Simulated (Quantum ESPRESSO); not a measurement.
# SnTe (Fm-3m) in Quantum ESPRESSO: settings compared

One crystal, SnTe, is run at these levels: PBE, LDA, PBEsol; tasks: phonons and electron-phonon coupling, phonons, Wannier functions.

All numbers are computed with Quantum ESPRESSO 7.5; they aren't measurements. Logs are shortened: lines on timing, memory, paths and dates and some standing lists are left out, and cuts for length are marked.

**Experimental background.**

From a printed reference work, textbook, for a bulk crystal of SnTe at 300 K: band gap 0.18 eV (direct).

The results are compared with them further down.

### Step 1. The structure

It takes space group Fm-3m (No. 225, cubic). The conventional cell has a = 6.302 Å, b = 6.302 Å, c = 6.302 Å, α = 90.00°, β = 90.00°, γ = 90.00°. Around Te (site symmetry m-3m) lie 6 Sn at 3.15 Å. Around Sn (site symmetry m-3m) lie 6 Te at 3.15 Å.

### Step 2. Phonons and electron-phonon coupling, PBE

File pw.in:

```
&CONTROL
  calculation = 'scf'
  prefix = 'pwscf'
  outdir = './tmp'
  pseudo_dir = './pseudo'
  tprnfor = .true.
  tstress = .true.
  disk_io = 'low'
/
&SYSTEM
  ibrav = 0
  nat = 2
  ntyp = 2
  ecutwfc = 68
  ecutrho = 544
  nbnd = 16
  occupations = 'smearing'
  smearing = 'mp'
  degauss = 0.01999163
/
&ELECTRONS
  conv_thr = 4d-10
  electron_maxstep = 120
  mixing_beta = 0.5
/
ATOMIC_SPECIES
Te   127.6000 te_pbe_v1.uspp.F.UPF
Sn   118.7100 sn_pbe_v1.4.uspp.F.UPF
CELL_PARAMETERS angstrom
   0.0000000000    3.1508500000    3.1508500000
   3.1508500000    0.0000000000    3.1508500000
   3.1508500000    3.1508500000    0.0000000000
ATOMIC_POSITIONS crystal
Te     0.5000000000    0.5000000000    0.5000000000
Sn     0.0000000000    0.0000000000    0.0000000000
K_POINTS automatic
4 4 4 0 0 0
```

File relax.in:

```
&CONTROL
  calculation = 'vc-relax'
  prefix = 'pwscf'
  outdir = './tmp'
  pseudo_dir = './pseudo'
  tprnfor = .true.
  tstress = .true.
  disk_io = 'low'
  nstep = 40
  forc_conv_thr = 0.0001
  etot_conv_thr = 1d-06
/
&SYSTEM
  ibrav = 0
  nat = 2
  ntyp = 2
  ecutwfc = 68
  ecutrho = 544
  nbnd = 16
  occupations = 'smearing'
  smearing = 'mp'
  degauss = 0.01999163
/
&ELECTRONS
  conv_thr = 4d-10
  electron_maxstep = 120
  mixing_beta = 0.5
/
&IONS
  ion_dynamics = 'bfgs'
/
&CELL
  cell_dynamics = 'bfgs'
  press = 0
  press_conv_thr = 0.2
/
ATOMIC_SPECIES
Te   127.6000 te_pbe_v1.uspp.F.UPF
Sn   118.7100 sn_pbe_v1.4.uspp.F.UPF
CELL_PARAMETERS angstrom
   0.0000000000    3.1508500000    3.1508500000
   3.1508500000    0.0000000000    3.1508500000
   3.1508500000    3.1508500000    0.0000000000
ATOMIC_POSITIONS crystal
Te     0.5000000000    0.5000000000    0.5000000000
Sn     0.0000000000    0.0000000000    0.0000000000
K_POINTS automatic
4 4 4 0 0 0
```

File scf2.in:

```
&CONTROL
  calculation = 'scf'
  prefix = 'pwscf'
  outdir = './tmp'
  pseudo_dir = './pseudo'
  tprnfor = .true.
  tstress = .true.
  disk_io = 'low'
/
&SYSTEM
  ibrav = 0
  nat = 2
  ntyp = 2
  ecutwfc = 68
  ecutrho = 544
  nbnd = 16
  occupations = 'smearing'
  smearing = 'mp'
  degauss = 0.01999163
/
&ELECTRONS
  conv_thr = 1d-13
  electron_maxstep = 120
  mixing_beta = 0.5
  startingpot = 'file'
  startingwfc = 'file'
/
ATOMIC_SPECIES
Te   127.6000 te_pbe_v1.uspp.F.UPF
Sn   118.7100 sn_pbe_v1.4.uspp.F.UPF
CELL_PARAMETERS angstrom
   0.0000000000    3.1931694447    3.1931694447
   3.1931694447    0.0000000000    3.1931694447
   3.1931694447    3.1931694447    0.0000000000
ATOMIC_POSITIONS crystal
Te     0.5000000000    0.5000000000    0.5000000000
Sn     0.0000000000    0.0000000000    0.0000000000
K_POINTS automatic
4 4 4 0 0 0
```

File dense.in:

```
&CONTROL
  calculation = 'scf'
  prefix = 'pwscf'
  outdir = './tmp'
  pseudo_dir = './pseudo'
  tprnfor = .true.
  tstress = .true.
  disk_io = 'low'
/
&SYSTEM
  ibrav = 0
  nat = 2
  ntyp = 2
  ecutwfc = 68
  ecutrho = 544
  nbnd = 16
  occupations = 'smearing'
  smearing = 'mp'
  degauss = 0.01999163
  la2F = .true.
/
&ELECTRONS
  conv_thr = 1d-12
  electron_maxstep = 120
  mixing_beta = 0.5
  startingpot = 'file'
/
ATOMIC_SPECIES
Te   127.6000 te_pbe_v1.uspp.F.UPF
Sn   118.7100 sn_pbe_v1.4.uspp.F.UPF
CELL_PARAMETERS angstrom
   0.0000000000    3.1931694447    3.1931694447
   3.1931694447    0.0000000000    3.1931694447
   3.1931694447    3.1931694447    0.0000000000
ATOMIC_POSITIONS crystal
Te     0.5000000000    0.5000000000    0.5000000000
Sn     0.0000000000    0.0000000000    0.0000000000
K_POINTS automatic
12 12 12 0 0 0
```

File scf3.in:

```
&CONTROL
  calculation = 'scf'
  prefix = 'pwscf'
  outdir = './tmp'
  pseudo_dir = './pseudo'
  tprnfor = .true.
  tstress = .true.
  disk_io = 'low'
/
&SYSTEM
  ibrav = 0
  nat = 2
  ntyp = 2
  ecutwfc = 68
  ecutrho = 544
  nbnd = 16
  occupations = 'smearing'
  smearing = 'mp'
  degauss = 0.01999163
/
&ELECTRONS
  conv_thr = 1d-12
  electron_maxstep = 120
  mixing_beta = 0.5
  startingpot = 'file'
/
ATOMIC_SPECIES
Te   127.6000 te_pbe_v1.uspp.F.UPF
Sn   118.7100 sn_pbe_v1.4.uspp.F.UPF
CELL_PARAMETERS angstrom
   0.0000000000    3.1931694447    3.1931694447
   3.1931694447    0.0000000000    3.1931694447
   3.1931694447    3.1931694447    0.0000000000
ATOMIC_POSITIONS crystal
Te     0.5000000000    0.5000000000    0.5000000000
Sn     0.0000000000    0.0000000000    0.0000000000
K_POINTS automatic
4 4 4 0 0 0
```

File ph.in:

```
phonon_bands of SnTe
&INPUTPH
  prefix = 'pwscf'
  outdir = './tmp'
  tr2_ph = 1d-18
  fildyn = 'dyn'
  niter_ph = 90
  alpha_mix(1) = 0.4
  ldisp = .true.
  nq1 = 4
  nq2 = 4
  nq3 = 4
  electron_phonon = 'interpolated'
  el_ph_sigma = 0.005
  el_ph_nsigma = 10
  fildvscf = 'dvscf'
/
```

File q2r.in:

```
&INPUT
  fildyn = 'dyn'
  zasr = 'crystal'
  flfrc = 'fc'
  la2F = .true.
/
```

File matdyn.in:

```
&INPUT
  asr = 'crystal'
  flfrc = 'fc'
  flfrq = 'freq'
  q_in_cryst_coord = .true.
  flvec = ' '
/
80
 0.0000000000  0.0000000000  0.0000000000
 0.0454545455  0.0000000000  0.0454545455
 0.0909090909  0.0000000000  0.0909090909
 0.1363636364  0.0000000000  0.1363636364
 0.1818181818  0.0000000000  0.1818181818
 0.2272727273  0.0000000000  0.2272727273
 0.2727272727  0.0000000000  0.2727272727
 0.3181818182  0.0000000000  0.3181818182
 0.3636363636  0.0000000000  0.3636363636
 0.4090909091  0.0000000000  0.4090909091
 0.4545454545  0.0000000000  0.4545454545
 0.5000000000  0.0000000000  0.5000000000
 0.5000000000  0.0500000000  0.5500000000
 0.5000000000  0.1000000000  0.6000000000
 0.5000000000  0.1500000000  0.6500000000
 0.5000000000  0.2000000000  0.7000000000
 0.5000000000  0.2500000000  0.7500000000
 0.4687500000  0.2812500000  0.7500000000
 0.4375000000  0.3125000000  0.7500000000
 0.4062500000  0.3437500000  0.7500000000
 0.3750000000  0.3750000000  0.7500000000
 0.3461538462  0.3461538462  0.6923076923
 0.3173076923  0.3173076923  0.6346153846
 0.2884615385  0.2884615385  0.5769230769
 0.2596153846  0.2596153846  0.5192307692
 0.2307692308  0.2307692308  0.4615384615
 0.2019230769  0.2019230769  0.4038461538
 0.1730769231  0.1730769231  0.3461538462
 0.1442307692  0.1442307692  0.2884615385
 0.1153846154  0.1153846154  0.2307692308
 0.0865384615  0.0865384615  0.1730769231
 0.0576923077  0.0576923077  0.1153846154
 0.0288461538  0.0288461538  0.0576923077
 0.0000000000  0.0000000000  0.0000000000
 0.0454545455  0.0454545455  0.0454545455
 0.0909090909  0.0909090909  0.0909090909
 0.1363636364  0.1363636364  0.1363636364
 0.1818181818  0.1818181818  0.1818181818
 0.2272727273  0.2272727273  0.2272727273
 0.2727272727  0.2727272727  0.2727272727
 0.3181818182  0.3181818182  0.3181818182
 0.3636363636  0.3636363636  0.3636363636
 0.4090909091  0.4090909091  0.4090909091
 0.4545454545  0.4545454545  0.4545454545
 0.5000000000  0.5000000000  0.5000000000
 0.5178571429  0.4642857143  0.5178571429
 0.5357142857  0.4285714286  0.5357142857
 0.5535714286  0.3928571429  0.5535714286
 0.5714285714  0.3571428571  0.5714285714
 0.5892857143  0.3214285714  0.5892857143
 0.6071428571  0.2857142857  0.6071428571
 0.6250000000  0.2500000000  0.6250000000
 0.5937500000  0.2500000000  0.6562500000
 0.5625000000  0.2500000000  0.6875000000
 0.5312500000  0.2500000000  0.7187500000
 0.5000000000  0.2500000000  0.7500000000
 0.5000000000  0.2750000000  0.7250000000
 0.5000000000  0.3000000000  0.7000000000
 0.5000000000  0.3250000000  0.6750000000
 0.5000000000  0.3500000000  0.6500000000
 0.5000000000  0.3750000000  0.6250000000
 0.5000000000  0.4000000000  0.6000000000
 0.5000000000  0.4250000000  0.5750000000
 0.5000000000  0.4500000000  0.5500000000
 0.5000000000  0.4750000000  0.5250000000
 0.5000000000  0.5000000000  0.5000000000
 0.4861111111  0.4861111111  0.5277777778
 0.4722222222  0.4722222222  0.5555555556
 0.4583333333  0.4583333333  0.5833333333
 0.4444444444  0.4444444444  0.6111111111
 0.4305555556  0.4305555556  0.6388888889
 0.4166666667  0.4166666667  0.6666666667
 0.4027777778  0.4027777778  0.6944444444
 0.3888888889  0.3888888889  0.7222222222
 0.3750000000  0.3750000000  0.7500000000
 0.6250000000  0.2500000000  0.6250000000
 0.5937500000  0.1875000000  0.5937500000
 0.5625000000  0.1250000000  0.5625000000
 0.5312500000  0.0625000000  0.5312500000
 0.5000000000  0.0000000000  0.5000000000
```

File matdyn_dos.in:

```
&INPUT
  asr = 'crystal'
  flfrc = 'fc'
  dos = .true.
  fldos = 'phdos'
  nk1 = 8
  nk2 = 8
  nk3 = 8
  deltaE = 0.5
  flvec = ' '
  flfrq = ' '
/
```

File matdyn_a2f.in:

```
&INPUT
  asr = 'crystal'
  flfrc = 'fc'
  la2F = .true.
  dos = .true.
  fldos = 'dos2'
  nk1 = 6
  nk2 = 6
  nk3 = 6
  ndos = 60
  el_ph_nsigma = 10
  flfrq = 'dosfreq2'
  flvec = ' '
/
```

File matdyn_mesh.in:

```
&INPUT
  asr = 'crystal'
  flfrc = 'fc'
  flfrq = 'mesh'
  q_in_cryst_coord = .true.
  flvec = ' '
/
216
 0.08333333  0.08333333  0.08333333
 0.08333333  0.08333333  0.25000000
 0.08333333  0.08333333  0.41666667
[... 213 further points of the even 6 x 6 x 6 mesh, shifted by half a step ...]
```

Potentials or basis: GBRV 1.5 PBE.

Run with:

```sh
$ OMP_NUM_THREADS=1 mpirun -n 4 pw.x -nk 2 -in pw.in > pw.out
$ OMP_NUM_THREADS=1 mpirun -n 4 pw.x -nk 2 -in relax.in > relax.out
$ OMP_NUM_THREADS=1 mpirun -n 4 pw.x -nk 2 -in scf2.in > scf2.out
$ OMP_NUM_THREADS=1 mpirun -n 4 pw.x -nk 4 -in dense.in > dense.out
$ OMP_NUM_THREADS=1 mpirun -n 4 pw.x -nk 2 -in scf3.in > scf3.out
$ OMP_NUM_THREADS=1 mpirun -n 4 ph.x -nk 2 -in ph.in > ph.out
$ OMP_NUM_THREADS=1 mpirun -n 1 q2r.x -in q2r.in > q2r.out
$ OMP_NUM_THREADS=1 mpirun -n 1 matdyn.x -in matdyn.in > matdyn.out
$ OMP_NUM_THREADS=1 mpirun -n 1 matdyn.x -in matdyn_dos.in > matdyn_dos.out
$ OMP_NUM_THREADS=1 mpirun -n 1 matdyn.x -in matdyn_a2f.in > matdyn_a2f.out
$ OMP_NUM_THREADS=1 mpirun -n 1 matdyn.x -in matdyn_mesh.in > matdyn_mesh.out
```

pw.out:

```text
This program is part of the open-source Quantum ESPRESSO suite
     for quantum simulation of materials; please cite
         "P. Giannozzi et al., J. Phys.:Condens. Matter 21 395502 (2009);
         "P. Giannozzi et al., J. Phys.:Condens. Matter 29 465901 (2017);
         "P. Giannozzi et al., J. Chem. Phys. 152 154105 (2020);
     in publications or presentations arising from this work. More details at

     Message from routine setup:
     using ibrav=0 with symmetry is DISCOURAGED, use correct ibrav instead

     K-points division:     npool     =       2
     Subspace diagonalization in iterative solution of the eigenvalue problem:
     a serial algorithm will be used

     --------------------
     sticks:   dense  smooth     PW     G-vecs:    dense   smooth      PW
     Min        1332     666    189                45124    15975    2477
     Max        1333     667    190                45125    15976    2480
     Sum        2665    1333    379                90249    31951    4957

     Using Slab Decomposition

     bravais-lattice index     =            0
     lattice parameter (alat)  =       8.4206  a.u.
     unit-cell volume          =     422.1918 (a.u.)^3
     number of atoms/cell      =            2
     number of atomic types    =            2
     number of electrons       =        20.00
     number of Kohn-Sham states=           16
     kinetic-energy cutoff     =      68.0000  Ry
     charge density cutoff     =     544.0000  Ry
     scf convergence threshold =      4.0E-10
     mixing beta               =       0.5000
     number of iterations used =            8  plain     mixing
     Exchange-correlation=  SLA  PW   PBX  PBC
                           (   1   4   3   4   0   0   0)

     celldm(1)=   8.420572  celldm(2)=   0.000000  celldm(3)=   0.000000
     celldm(4)=   0.000000  celldm(5)=   0.000000  celldm(6)=   0.000000

     crystal axes: (cart. coord. in units of alat)
               a(1) = (   0.000000   0.707107   0.707107 )
               a(2) = (   0.707107   0.000000   0.707107 )
               a(3) = (   0.707107   0.707107   0.000000 )

     reciprocal axes: (cart. coord. in units 2 pi/alat)
               b(1) = ( -0.707107  0.707107  0.707107 )
               b(2) = (  0.707107 -0.707107  0.707107 )
               b(3) = (  0.707107  0.707107 -0.707107 )

     PseudoPot. # 1 for Te read from file:
     te_pbe_v1.uspp.F.UPF
     Pseudo is Ultrasoft + core correction, Zval =  6.0
     Generated by new atomic code, or converted to UPF format
     Using radial grid of  891 points,  5 beta functions with:
                l(1) =   0
                l(2) =   0
                l(3) =   1
                l(4) =   1
                l(5) =   2
     Q(r) pseudized with  6 coefficients,  rinner =    1.800   1.800   1.800
[... 45 lines left out ...]
     starting charge      18.9997, renormalised to      20.0000
     Starting wfcs are   13 randomized atomic wfcs +    3 random wfcs

     Self-consistent Calculation

     iteration #  1     ecut=    68.00 Ry     beta= 0.50
     Davidson diagonalization with overlap
     ethr =  1.00E-02,  avg # of iterations =  7.2

     total energy              =    -185.62946358 Ry
     estimated scf accuracy    <       0.63753195 Ry
[... 12 lines left out ...]
     total energy              =    -185.78988219 Ry
     estimated scf accuracy    <       0.00191050 Ry

     iteration #  4     ecut=    68.00 Ry     beta= 0.50
     Davidson diagonalization with overlap
     c_bands:  1 eigenvalues not converged
     ethr =  9.55E-06,  avg # of iterations =  8.1

     total energy              =    -185.79006768 Ry
     estimated scf accuracy    <       0.00025161 Ry

     iteration #  5     ecut=    68.00 Ry     beta= 0.50
     Davidson diagonalization with overlap
     ethr =  1.26E-06,  avg # of iterations =  3.1
[... 25 lines left out ...]
     iteration #  9     ecut=    68.00 Ry     beta= 0.50
     Davidson diagonalization with overlap
     ethr =  1.34E-11,  avg # of iterations =  2.0

     End of self-consistent calculation

          k = 0.0000 0.0000 0.0000 (  4015 PWs)   bands (ev):

   -13.7587 -13.7587 -13.7517 -13.7517 -13.7517  -4.6178   3.5004   6.0597
     6.0597   6.0597  11.6456  11.6456  11.6456  12.9088  12.9088  12.9088

          k = 0.1768 0.1768-0.1768 (  3984 PWs)   bands (ev):

   -13.7607 -13.7607 -13.7508 -13.7484 -13.7484  -4.1175   1.5208   6.1582
     6.1582   7.2344   9.7602   9.7602   9.8675  13.3942  14.1811  14.1811

          k =-0.3536-0.3536 0.3536 (  3996 PWs)   bands (ev):

   -13.7631 -13.7631 -13.7500 -13.7446 -13.7446  -3.3424  -0.1386   6.3865
     6.3865   8.1826   8.3260   8.5216   8.5216  16.1050  17.0059  17.1286

          k = 0.3536 0.0000 0.0000 (  4016 PWs)   bands (ev):

   -13.7660 -13.7563 -13.7536 -13.7464 -13.7464  -3.9604   1.8340   5.1434
     5.1434   6.1496  10.2204  11.1626  12.1229  12.1229  15.7902  15.9079

          k =-0.1768-0.5303 0.5303 (  4008 PWs)   bands (ev):

   -13.7689 -13.7582 -13.7514 -13.7446 -13.7431  -3.2144   0.5703   4.0593
     5.1266   5.7188  10.8210  10.8370  12.2726  12.4781  16.9057  17.5670

          k = 0.0000-0.3536 0.3536 (  3991 PWs)   bands (ev):

   -13.7637 -13.7616 -13.7486 -13.7464 -13.7461  -3.4578   0.6175   4.0967
     6.1841   7.1833   9.0912   9.3607  12.3191  14.2804  14.6395  16.2085

          k =-0.7071 0.0000 0.0000 (  3984 PWs)   bands (ev):

   -13.7755 -13.7554 -13.7539 -13.7409 -13.7409  -3.0423   1.6994   2.6181
     4.4592   4.4592  10.3195  13.1851  13.1851  14.5733  17.2451  19.1708

          k =-0.7071 0.3536 0.0000 (  3996 PWs)   bands (ev):

   -13.7701 -13.7583 -13.7483 -13.7483 -13.7409  -2.9531   0.8105   3.3659
     3.3659   7.3649   9.0361  12.7973  12.7973  14.3485  14.3485  18.7228

     the Fermi energy is     8.2616 ev

!    total energy              =    -185.79014170 Ry
     estimated scf accuracy    <          8.6E-11 Ry
     smearing contrib. (-TS)   =      -0.00032709 Ry
     internal energy E=F+TS    =    -185.78981461 Ry

     The total energy is F=E-TS. E is the sum of the following terms:
     one-electron contribution =     -71.05241448 Ry
     hartree contribution      =      47.37802683 Ry
     xc contribution           =     -57.42008545 Ry
     ewald contribution        =    -104.69534151 Ry

     convergence has been achieved in   9 iterations

     Forces acting on atoms (cartesian axes, Ry/au):

     atom    1 type  1   force =     0.00000000    0.00000000    0.00000000
     atom    2 type  2   force =    -0.00000000   -0.00000000    0.00000000

     Total force =     0.000000     Total SCF correction =     0.000000

     Computing stress (Cartesian axis) and pressure

          total   stress  (Ry/bohr**3)                   (kbar)     P=       15.90
   0.00010807   0.00000000   0.00000000           15.90        0.00        0.00
   0.00000000   0.00010807   0.00000000            0.00       15.90        0.00
   0.00000000   0.00000000   0.00010807            0.00        0.00       15.90

=------------------------------------------------------------------------------=
   JOB DONE.
=------------------------------------------------------------------------------=
```

Run time: 22 min. Hardware: 4 MPI ranks of Arm Neoverse V2, shared host; peak memory 0.72 GiB.

What came out:

```
Free energy                            : -2527.8171 eV
Relaxed volume                         : 32.56 Å³/atom
Relaxed cell                           : a = 4.516 Å, b = 4.516 Å, c = 4.516 Å, α = 60.00°, β = 60.00°, γ = 60.00°
Space group after relaxing (to 0.05 Å) : Fm-3m (No. 225)
Pressure after relaxing                : 0.0 GPa
Band gap on the k mesh                 : none (metal or under the smearing width)
Highest phonon frequency               : 139 cm⁻¹
Most unstable mode                     : 81i cm⁻¹
```

The path:
```
step  energy change (eV)  largest force (eV/Å)  pressure (GPa)  volume (Å³)
   1              0.0000                0.0000            1.59        62.56
   2             -0.0045                0.0000            1.26        63.07
   3             -0.0083                0.0000            0.90        63.63
   4             -0.0117                0.0000            0.37        64.48
   5             -0.0124                0.0000            0.01        65.10
   6             -0.0124                0.0000            0.00        65.12
```

Final structure:
```
CELL_PARAMETERS angstrom
0.00000 3.19317 3.19317
3.19317 0.00000 3.19317
3.19317 3.19317 0.00000
ATOMIC_POSITIONS crystal
Te 0.50000 0.50000 0.50000
Sn 0.00000 0.00000 0.00000
```

Phonon frequencies in cm⁻¹ (negative: imaginary):
| q point | frequencies |
| --- | --- |
| (0.000, 0.000, 0.000) | -81 -81 -81 0 0 0 |
| (0.318, 0.000, 0.318) | 21 21 48 48 64 87 |
| (0.500, 0.150, 0.650) | 33 37 43 54 70 91 |
| (0.346, 0.346, 0.692) | 46 48 60 64 93 111 |
| (0.144, 0.144, 0.288) | 36 44 64 68 88 115 |
| (0.091, 0.091, 0.091) | -56 -56 -38 24 24 30 |
| (0.409, 0.409, 0.409) | 65 65 86 101 101 132 |
| (0.589, 0.321, 0.589) | 51 53 67 80 94 112 |
| (0.500, 0.275, 0.725) | 37 38 70 72 81 94 |
| (0.500, 0.450, 0.550) | 68 72 89 93 103 117 |
| (0.431, 0.431, 0.639) | 55 62 75 93 94 115 |
| (0.562, 0.125, 0.562) | -32 17 32 34 62 68 |

Phonon frequencies at the corners of the path (cm⁻¹, interpolated; i marks imaginary ones):
| point | frequencies |
| --- | --- |
| Γ | 81i 81i 81i 0 0 0 |
| X | 57i 26i 26i 3i 43 43 |
| W | 36 36 70 70 79 94 |
| K | 39 44 54 57 88 103 |
| L | 74 74 93 93 102 117 |
| U | 39 44 54 57 88 103 |

Phonon states per cell in windows of 10 cm⁻¹ (negative: imaginary):
| from (cm⁻¹) | total | Te | Sn |
| --- | --- | --- | --- |
| -80 | 0.00 | 0.00 | 0.00 |
| -70 | 0.00 | 0.00 | 0.00 |
| -60 | 0.00 | 0.00 | 0.00 |
| -50 | 0.00 | 0.00 | 0.00 |
| -40 | 0.00 | 0.00 | 0.00 |
| -30 | 0.01 | 0.00 | 0.01 |
| -20 | 0.01 | 0.00 | 0.01 |
| -10 | 0.02 | 0.01 | 0.01 |
| 0 | 0.03 | 0.01 | 0.02 |
| 10 | 0.05 | 0.01 | 0.03 |
| 20 | 0.12 | 0.04 | 0.09 |
| 30 | 0.45 | 0.14 | 0.31 |
| 40 | 0.88 | 0.24 | 0.65 |
| 50 | 0.64 | 0.24 | 0.40 |
| 60 | 0.77 | 0.43 | 0.34 |
| 70 | 0.67 | 0.42 | 0.24 |
| 80 | 0.82 | 0.55 | 0.26 |
| 90 | 0.77 | 0.58 | 0.18 |
| 100 | 0.41 | 0.20 | 0.21 |
| 110 | 0.24 | 0.08 | 0.16 |
| 120 | 0.09 | 0.03 | 0.06 |
| 130 | 0.00 | 0.00 | 0.00 |

Caveat: the k mesh is coarse (spacing up to 0.43 Å⁻¹), so the values aren't converged; the mesh is thin for the phonons of a metal; some modes are imaginary; λ from interpolated matrix elements is rough: modes that symmetry makes equal can differ by tens of percent. The run has no spin-orbit coupling, so splittings on Te are missing.

[end of part 1 of 3]
